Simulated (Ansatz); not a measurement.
All numbers below come from Ansatz 0.2.0, DFT PBE, scalar-relativistic, plane waves, PAW. All cells share a 420 eV cutoff and Γ-centred k meshes spaced at most about 0.3 Å⁻¹ (about 0.25 or finer for metals, 2π included). No spin polarisation.

All energies are static (0 K, no zero-point motion).

Question: Order these relaxed structures of Ta4H3 by energy, lowest first, with the energy over the lowest of them.
1.

```
Ta H
1.0
     3.48161    0.00000    0.00000
     0.00000    4.78792    0.00000
     0.00000    0.00000    4.83574
Ta H
4 3
Direct
  0.24671 0.24494 0.75589
  0.75329 0.24494 0.24410
  0.24671 0.75506 0.24410
  0.75329 0.75506 0.75589
  0.50000 0.50000 0.50000
  0.50000 0.50000 0.00000
  0.00000 0.00000 0.50000
```

2.

```
Ta H
1.0
    -3.42777    3.42777    3.42777
     3.42777   -3.42777    3.42777
     3.42777    3.42777   -3.42777
Ta H
8 6
Direct
  0.00247 0.00247 0.00247
  0.50000 0.00000 0.99753
  0.99753 0.50000 0.00000
  0.00000 0.99753 0.50000
  0.00000 0.49753 0.50000
  0.50000 0.00000 0.49753
  0.49753 0.50000 0.00000
  0.50247 0.50247 0.50247
  0.12500 0.75000 0.87500
  0.75000 0.87500 0.12500
  0.87500 0.12500 0.75000
  0.62500 0.37500 0.25000
  0.25000 0.62500 0.37500
  0.37500 0.25000 0.62500
```

3.

```
Ta H
1.0
    -2.28020    2.28020    3.80155
     2.28020   -2.28020    3.80155
     2.28020    2.28020   -3.80155
Ta H
4 3
Cartesian
  0.0000 0.0000 1.8139
  0.0000 2.2802 0.0000
  2.2802 0.0000 0.0000
  0.0000 0.0000 5.7892
  0.0000 2.2802 1.9008
  2.2802 0.0000 1.9008
  0.0000 0.0000 3.8016
```

4.

```
Ta H
1.0
     3.34205    0.00000    0.00000
     0.00000    3.34205    0.00000
     0.00000    0.00000    7.26155
Ta H
4 3
Cartesian
  1.6710 1.6710 3.6308
  0.0000 0.0000 1.8398
  0.0000 0.0000 5.4217
  1.6710 1.6710 0.0000
  0.0000 1.6710 4.5386
  1.6710 0.0000 2.7230
  0.0000 0.0000 0.0000
```

Answer: 1 (0 meV/atom), 2 (19 meV/atom), 4 (94 meV/atom), 3 (113 meV/atom). Forms: cell 1 P222; cell 2 I-43d; cell 4 P-4m2; cell 3 I4/mmm. Counting H atoms around Ta (those within 1.25 times the shortest such distance or 1.15 times the sum of covalent radii; a plus sign parts nearer from farther groups; a slash parts the counts of unlike sites): cell 1 has Ta 3; cell 2 has Ta 3; cell 4 has Ta 3/4; cell 3 has Ta 2+2/1+4. All come from invented guesses.

The k mesh leaves some 4 meV/atom of noise in the energy of each metallic cell. Spin–orbit coupling, which can matter for Ta, is left out. With hydrogen, zero-point motion can shift such differences by 10 meV/atom or more. Cells relaxed within their symmetry can be saddle points. Some types were kept out of the candidates beforehand, so the set may lack a known form.
